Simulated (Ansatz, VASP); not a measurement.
# Two plane-wave programs on ZnSe (Stilleite)

```
CELL_PARAMETERS angstrom
0.00000 2.83380 2.83380
2.83380 0.00000 2.83380
2.83380 2.83380 0.00000
ATOMIC_POSITIONS crystal
Se 0.75000 0.75000 0.75000
Zn 0.00000 0.00000 0.00000
```

Alike in both runs: functional SVWN5; k mesh 8 × 8 × 8; occupations fermi-dirac, width 0.05 eV; no spin polarisation.

```csv
,VASP,Ansatz
version,VASP 6.6.1,Ansatz 0.2.0
potentials or method,"VASP PAW PBE potentials, release 64 (Se, Zn)",Ansatz PAW
plane-wave cutoff (eV),520,420
valence electrons in the cell,18,28
task,single point,band structure
```

|  | VASP | Ansatz | Ansatz less VASP |
| --- | --- | --- | --- |
| gap on the k mesh at the Fermi level (eV) | 1.04 | 1.03 | -0.005 |
| least direct gap on the mesh (eV) | 1.04 | 1.03 | -0.005 |
| pressure (GPa) | -3.2 | -3.4 | -0.26 |

With one functional, cell and mesh, what is left measures potentials, basis and numerics. The two sets of potentials don't hold the same shells in valence.

Caveats: the PAW data sets were made with another functional, which shifts forces and pressure a little (VASP); the PAW data sets come from PBE, with cores solved anew for the run's functional, which leaves a small shift of forces and pressure (Ansatz).
